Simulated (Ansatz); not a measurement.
**PtS2 under changes of volume**

One of the cells (18.261 Å³/atom); the others are scaled copies at fixed shape and fractional positions:

```xyz
3
Lattice="3.5432 0.0000 0.0000 -1.7716 3.0685 0.0000 0.0000 0.0000 5.0388" Properties=species:S:1:pos:R:3 pbc="T T T"
Pt    0.0000    0.0000    0.0000
S     1.7716    1.0228    3.8950
S     0.0000    2.0457    1.1438
```

- Program: Ansatz 0.2.0
- Functional: r2SCAN
- Potentials or basis: Ansatz PAW
- Cutoff: 500 eV (not typed: the program's choice for these potentials)
- k mesh: 9 × 9 × 5
- Occupations: fermi-dirac, width 0.05 eV
- Spin: no spin polarisation

```tsv
volume (Å³/atom)	energy over the lowest point (meV/atom)	pressure (GPa)	gap on the mesh (eV)	largest force (eV/Å)
17.165	135.19	21.9	1.27	2.284
17.531	90.62	17.3	1.24	1.898
17.896	56.15	13.1	1.21	1.543
18.261	?	?	?	?
18.626	13.46	5.9	1.17	0.914
18.992	3.47	2.9	1.14	0.636
19.357	0.00	0.2	1.11	0.379
```

Question: What does the run at 18.261 Å³/atom give?

Answer: Energy over the lowest point 30.74 meV/atom; pressure 9.3 GPa; gap on the mesh 1.19 eV; largest force 1.216 eV/Å.

Worked out: A Birch-Murnaghan fit of order 3 (a polynomial in V^(-2/3)) to the other rows has its minimum at 19.38 Å³/atom, just outside them, with B0 = V·E''(V) = 136 GPa and B' = 4.6 at fixed shape and positions, which overstates the stiffness. It gives 30.77 meV/atom at 18.261 Å³/atom, against the run's 30.74, and -dE/dV = 9.3 GPa, against 9.3. A straight line through the other rows of the gap, of slope -1.28 eV per unit of ln V, gives 1.19 eV, against the run's 1.19.

Energies are extrapolated to zero smearing.

Caveats: odd divisions of the mesh miss points on the zone boundary, where band edges often lie, so the gap on the mesh can be too wide; spin-orbit coupling is left out, which moves the levels of the heavy elements; the PAW data sets come from PBE, with cores solved anew for the run's functional, which leaves a small shift of forces and pressure; forces of over 1 eV/Å show positions far from the minimum, so gaps and moduli don't describe the material at rest (some runs).

A mesh can miss the band edges.
